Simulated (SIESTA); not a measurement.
## Ge under changes of volume

One of the cells (18.895 Å³/atom); the others are scaled copies at fixed shape and fractional positions:

```
Ge
1.0
    -2.59154    2.59154    1.40667
     2.59154   -2.59154    1.40667
     2.59154    2.59154   -1.40667
Ge
2
Cartesian
  0.0000 0.0000 1.4067
  2.5915 0.0000 0.7033
```

This isn't the form of Ge at room conditions, which is diamond.

| Property | Result |
| --- | --- |
| Program | SIESTA 5.4.2 |
| Functional | PBEsol |
| Potentials or basis | PseudoDojo 0.4 standard (PBEsol files) |
| Basis | DZP (energy shift 0.003 Ry; two zetas on semicore shells) |
| Grid cutoff | 800 Ry |
| Energy shift | 0.003 Ry |
| k mesh | 11 × 11 × 11 |
| Occupations | fermi-dirac, width 0.05 eV |
| Spin | no spin polarisation |

```csv
volume (Å³/atom),energy over the lowest point (meV/atom),pressure (GPa)
17.413,25.00,5.9
17.783,13.60,4.1
18.154,5.92,2.6
18.895,0.00,-0.1
19.265,2.05,-1.5
19.636,?,?
```

Problem. What does the run at 19.636 Å³/atom give?

Solution. Energy over the lowest point 6.44 meV/atom; pressure -2.3 GPa.

Worked out: A Birch-Murnaghan fit of order 3 (a polynomial in V^(-2/3)) to the other rows has its minimum at 18.85 Å³/atom with B0 = V·E''(V) = 71 GPa (rough, since the energies scatter) at fixed shape and positions, which overstates the stiffness. It gives 7.11 meV/atom at 19.636 Å³/atom, against the run's 6.44, and -dE/dV = -2.9 GPa, against -2.3.

Energies are extrapolated to zero smearing.

Caveats: the basis of atomic orbitals isn't converged, which shifts pressures, moduli and gaps.
